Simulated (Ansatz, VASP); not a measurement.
## KF in VASP and in Ansatz

The input INCAR:

```
SYSTEM = KF
PREC = Accurate
ENCUT = 520
EDIFF = 1E-7
ISMEAR = 0
SIGMA = 0.05
LREAL = .FALSE.
LASPH = .TRUE.
NELM = 100
ALGO = Fast
ISIF = 2
LWAVE = .FALSE.
LCHARG = .FALSE.
GGA = PE
NBANDS = 15
```

The input KPOINTS:

```
Automatic mesh
0
G
  8 8 8
  0 0 0
```

File POSCAR:

```
KF
1.0
    3.1285968000      0.0000000000      0.0000000000
    0.0000000000      3.2589550000      0.0000000000
    0.0000000000      0.0000000000      3.2589550000
K F
1 1
Direct
    0.0000000000      0.0000000000      0.0000000000
    0.5000000000      0.5000000000      0.5000000000
```

Input for Ansatz:

```yaml
crystal:
  lattice:
    - [3.1285968, 0.0, 0.0]
    - [0.0, 3.258955, 0.0]
    - [0.0, 0.0, 3.258955]
  atoms:
    - { symbol: K, position: [0.0, 0.0, 0.0] }
    - { symbol: F, position: [0.5, 0.5, 0.5] }
basis:
  ecutwfc: 420
kpoints:
  mp_grid: { grid: [8, 8, 8] }
hamiltonian:
  xc: pbe
scf:
  occupations: { method: gaussian, width: 0.05 }
output:
  forces: true
  stress: true
  eigenvalues: true
```

Change from the starting cell: strain -0.0400 x Voigt [1, 0, 0, 0, 0, 0], atoms carried along.

Alike in both runs: task single point; functional PBE; k mesh 8 × 8 × 8; occupations gaussian, width 0.05 eV; no spin polarisation.

```csv
,VASP,Ansatz
version,VASP 6.6.1,Ansatz 0.2.0
potentials or method,"VASP PAW PBE potentials, release 64 (K_sv, F)","scalar-relativistic, plane waves, PAW"
plane-wave cutoff (eV),520,420
valence electrons in the cell,16,16
```

Ansatz gave:

```
gap on the k mesh at the Fermi level (eV)       : 6.45
least direct gap on the mesh (eV)               : 6.49
pressure (GPa)                                  : 1.5
largest component of the traceless stress (GPa) : 2.44
```

Which values does VASP return?

gap on the k mesh at the Fermi level (eV): 6.44; least direct gap on the mesh (eV): 6.48; pressure (GPa): 1.5; largest component of the traceless stress (GPa): 2.45.

With one functional, cell and mesh, what is left measures potentials, basis and numerics.

A k mesh can miss the band edges.
